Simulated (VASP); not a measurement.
A run of VASP 6.6.1:

File run.py:

```python
from ase import Atoms
from ase.calculators.vasp import Vasp
from ase.dft.bandgap import bandgap

atoms = Atoms(
    ['W'],
    cell=[[-1.582345, 1.582345, 1.582345], [1.582345, -1.582345, 1.582345], [1.582345, 1.582345, -1.582345]],
    scaled_positions=[[0.0, 0.0, 0.0]],
    pbc=True,
)
calc = Vasp(
    directory='calc',
    xc='pbe',
    pp='PBE',
    setups='minimal',
    prec='Accurate',
    encut=500,
    ediff=1e-06,
    ismear=0,
    sigma=0.1,
    lreal=False,
    lasph=True,
    nelm=80,
    algo='Normal',
    isif=2,
    lwave=False,
    lcharg=True,
    lelf=True,
    lvhar=True,
    kpts=[12, 12, 12],
    gamma=True,
)
atoms.calc = calc

print('energy (eV):', atoms.get_potential_energy())
print('free energy (eV):', atoms.get_potential_energy(force_consistent=True))
print('forces (eV/A):')
print(atoms.get_forces())
print('stress (eV/A^3, Voigt):', atoms.get_stress())
print('Fermi level (eV):', calc.get_fermi_level())
gap, top, bottom = bandgap(calc)
print('band gap (eV):', gap, 'from (spin, k, band)', top, 'to', bottom)
```

Potentials or basis: VASP PAW PBE potentials, release 64 (W).

The run is started by

```console
$ python run.py
```

Hardware: 1 thread of Intel(R) Xeon(R) Platinum 8488C (Sapphire Rapids) (shared host).

Problem. How long does it take, and how much memory?

Solution. Run time: 8.4 s on 1 thread of Intel(R) Xeon(R) Platinum 8488C (Sapphire Rapids), on a shared host, peak memory 0.12 GiB. Counts: scf iterations 12, k points 72.
